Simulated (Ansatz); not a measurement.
Molecular dynamics of TiO2

Input:

```yaml
accuracy: low
crystal:
  lattice:
    - [-2.688877, 4.657271, 6.233559]
    - [5.377753, 0.0, 6.233559]
    - [5.377753, 9.314542, 0.0]
  atoms:
    - { symbol: Ti, position: [0.9401667, 0.3931667, 0.0299167] }
    - { symbol: Ti, position: [0.5598333, 0.1068333, 0.9465833] }
    - { symbol: Ti, position: [0.0, 0.0, 0.2735] }
    - { symbol: O, position: [0.055, 0.16, 0.124] }
    - { symbol: O, position: [0.9781667, 0.5701667, 0.0634167] }
    - { symbol: O, position: [0.2893333, 0.5923333, 0.1513333] }
    - { symbol: O, position: [0.445, 0.34, 0.9815] }
    - { symbol: O, position: [0.5218333, 0.9298333, 0.0875833] }
    - { symbol: O, position: [0.2106667, 0.9076667, 0.3421667] }
    - { symbol: Ti, position: [0.9401667, 0.3931667, 0.5299167] }
    - { symbol: Ti, position: [0.5598333, 0.1068333, 0.4465833] }
    - { symbol: Ti, position: [0.0, 0.0, 0.7735] }
    - { symbol: O, position: [0.055, 0.16, 0.624] }
    - { symbol: O, position: [0.9781667, 0.5701667, 0.5634167] }
    - { symbol: O, position: [0.2893333, 0.5923333, 0.6513333] }
    - { symbol: O, position: [0.445, 0.34, 0.4815] }
    - { symbol: O, position: [0.5218333, 0.9298333, 0.5875833] }
    - { symbol: O, position: [0.2106667, 0.9076667, 0.8421667] }
    - { symbol: Ti, position: [0.4401667, 0.8931667, 0.2799167] }
    - { symbol: Ti, position: [0.0598333, 0.6068333, 0.1965833] }
    - { symbol: Ti, position: [0.5, 0.5, 0.5235] }
    - { symbol: O, position: [0.555, 0.66, 0.374] }
    - { symbol: O, position: [0.4781667, 0.0701667, 0.3134167] }
    - { symbol: O, position: [0.7893333, 0.0923333, 0.4013333] }
    - { symbol: O, position: [0.945, 0.84, 0.2315] }
    - { symbol: O, position: [0.0218333, 0.4298333, 0.3375833] }
    - { symbol: O, position: [0.7106667, 0.4076667, 0.5921667] }
    - { symbol: Ti, position: [0.4401667, 0.8931667, 0.7799167] }
    - { symbol: Ti, position: [0.0598333, 0.6068333, 0.6965833] }
    - { symbol: Ti, position: [0.5, 0.5, 0.0235] }
    - { symbol: O, position: [0.555, 0.66, 0.874] }
    - { symbol: O, position: [0.4781667, 0.0701667, 0.8134167] }
    - { symbol: O, position: [0.7893333, 0.0923333, 0.9013333] }
    - { symbol: O, position: [0.945, 0.84, 0.7315] }
    - { symbol: O, position: [0.0218333, 0.4298333, 0.8375833] }
    - { symbol: O, position: [0.7106667, 0.4076667, 0.0921667] }
basis:
  ecutwfc: 420.0
kpoints:
  mp_grid: { grid: [2, 2, 1] }
hamiltonian:
  xc: pbe
  pseudopotentials: { kind: paw, azcp: { folder: soft_1 } }
scf:
  occupations: { method: fermi_dirac, width: 0.24 }
  lower_state_search: "off"
md:
  timestep: 0.75
  n_steps: 160
  ensemble: nvt_langevin
  temperature: 2800.0
  initial_velocities: maxwell_boltzmann
  seed: 290100
  friction: 0.02
```

Run as:

```bash
$ ansatz run input.yaml --threads 4 --pin off --max-ram 10240MiB --backend cpu --events-out ev --progress --plain --runs-dir out
```

It starts from an unrelaxed structure (largest force component 1.61 eV/Å).

Output, in part (step lines):

```
md step     0: t =     0.00 fs  T =  2722.2 K  F+E_penalty+E_count = -43661.48331894 eV  E_kin = 12.667480 eV  (14 SCF iters)
md step     1: t =     0.75 fs  T =  2836.8 K  F+E_penalty+E_count = -43661.30044019 eV  E_kin = 13.200772 eV  (10 SCF iters)
md step     2: t =     1.50 fs  T =  2977.9 K  F+E_penalty+E_count = -43661.04834535 eV  E_kin = 13.857026 eV  (10 SCF iters)
md step     3: t =     2.25 fs  T =  2883.9 K  F+E_penalty+E_count = -43660.74482068 eV  E_kin = 13.419956 eV  (10 SCF iters)
md step     4: t =     3.00 fs  T =  2877.0 K  F+E_penalty+E_count = -43660.40797045 eV  E_kin = 13.387754 eV  (10 SCF iters)
md step     5: t =     3.75 fs  T =  2920.2 K  F+E_penalty+E_count = -43660.02137526 eV  E_kin = 13.588689 eV  (8 SCF iters)
md step     6: t =     4.50 fs  T =  2746.0 K  F+E_penalty+E_count = -43659.58144933 eV  E_kin = 12.777903 eV  (8 SCF iters)
md step     7: t =     5.25 fs  T =  2563.0 K  F+E_penalty+E_count = -43659.10782568 eV  E_kin = 11.926734 eV  (8 SCF iters)
[... lines left out ...]
```

The steps, from the saved trajectory:

```tsv
time (fs)	T (K)	potential energy less start (eV)
0	2722	0.000
3.75	2920	1.462
7.5	2150	3.760
11.25	1958	5.226
15	2184	5.970
18.75	2173	6.843
22.5	1776	7.546
26.25	1916	7.407
30	1759	7.560
33.75	1418	8.212
37.5	1538	8.548
41.25	1584	8.202
45	1703	7.748
48.75	2071	7.182
52.5	2598	6.457
56.25	2823	5.971
60	2665	5.942
63.75	2440	6.406
67.5	2485	7.290
71.25	2304	8.127
75	1969	8.921
78.75	2132	9.440
82.5	1929	10.011
86.25	1778	10.111
90	2098	10.003
93.75	2316	9.166
97.5	2573	8.068
101.25	2707	8.406
105	2827	9.192
108.75	2635	9.000
112.5	2627	8.867
116.25	2559	9.377
120	2663	9.912
```

The run went to its last step. The mean temperature of the second half is 15 % below the set value. A run of 0.12 ps of so small a system gives no equilibrium averages. Limits of this set-up: coarse k mesh, low accuracy level.

Mean squared displacements from the first frame to the last, about the centre of mass: Ti 0.06 Å², O 0.28 Å².

Last frame:

```xyz
36
Lattice="-2.6889 4.6573 6.2336 5.3778 0.0000 6.2336 5.3778 9.3145 0.0000" Properties=species:S:1:pos:R:3
Ti -0.057 4.354 8.403
Ti 4.260 11.217 4.289
Ti 1.412 2.237 -0.176
O 1.583 0.943 1.168
O 0.963 5.302 9.906
O 3.377 2.777 6.065
O 5.891 11.118 5.110
O 3.804 3.115 9.196
O 5.723 3.635 7.079
Ti 2.530 9.217 8.537
Ti 1.632 6.670 4.020
Ti 4.428 7.161 0.061
O 4.365 5.498 1.049
O 3.805 9.511 9.892
O 5.784 7.784 5.029
O 3.314 6.668 4.847
O 7.161 7.536 8.387
O 9.399 8.320 7.622
Ti 5.013 4.534 8.497
Ti 4.173 2.367 4.414
Ti 4.171 7.042 6.429
O 4.030 5.496 7.306
O 0.761 5.147 3.847
O 0.784 7.372 5.724
O 3.385 6.334 10.710
O 3.741 3.622 3.360
O 3.534 8.172 7.439
Ti 7.965 9.058 8.558
Ti 6.913 6.809 4.000
Ti 1.700 2.409 6.370
O 6.960 10.309 7.449
O 3.067 9.544 3.757
O 3.520 11.998 5.624
O 5.687 11.488 11.279
O 6.925 7.519 2.406
O 0.767 3.902 6.940
```

Time of the run: 26 min on 4 threads of Arm Neoverse V2, on a shared host, peak memory 2.6 GiB.
